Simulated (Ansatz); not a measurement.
# A series in volume per atom on BAs

Results calculated with Ansatz 0.2.0, not measured. Periodic Kohn-Sham DFT of a crystal at fixed atoms; Kohn-Sham levels at symmetry points; band -1 is the highest filled and +1 the lowest empty one at that point, spin up along a +z start moment.

Cell of the first row (space group F-43m, No. 216):
```
cell vectors (Å)
   0.0000     2.3397     2.3397
   2.3397     0.0000     2.3397
   2.3397     2.3397     0.0000
atoms (fractions of the cell vectors)
B   0.00000  0.00000  0.00000
As  0.75000  0.75000  0.75000
```

Settings of every row: method all-electron LAPW; functional LDA; relativity scalar; k mesh 15x15x15; filling fermi-dirac; smearing width 0.03 eV; basis error target 0.25 meV/atom; nucleus gaussian.

Atom start moment: 0 on all atoms.

Limits: semilocal functionals tend to give too small a gap; no spin-orbit coupling, which shifts gaps with heavier elements (BAs).

| row | volume per atom (Å³) | band gap (eV) | smallest direct gap on path (eV) |
| --- | --- | --- | --- |
| 1 | 12.809 | ? | ? |
| 2 | 13.081 | 1.095 | 3.308 |
| 3 | 13.354 | 1.114 | 3.281 |
| 4 | 13.49 | 1.123 | 3.268 |
| 5 | 13.626 | 1.131 | 3.255 |
| 6 | 13.762 | 1.14 | 3.242 |
| 7 | 13.899 | 1.148 | 3.23 |
| 8 | 14.171 | 1.164 | 3.206 |
| 9 | 14.444 | 1.18 | 3.182 |

Question: what band gap should row 1 give?

Worked fit of band gap. Take t = volume per atom − 14, in Å³. The shown rows have t = -0.919, -0.646, -0.51, -0.374, -0.238, -0.101, 0.171, 0.444. Least squares give band gap = 1.1543 + 0.05959 × t − 0.00503 × t² eV; a straight line predicts inner rows, each left out in turn, worse (root mean square 0.00077 against 0.00039 eV). All shown rows lie on it to the printed digit. The withheld row has t = -1.191, so the fit gives 1.1543 + 0.05959 × (-1.191) − 0.00503 × (-1.191)² = 1.076 eV.

The calculation gave 1.076 eV. The fit meets it to the printed digit. This row lies beyond the range of the fit.

The other values of row 1: smallest direct gap on path 3.337 eV.
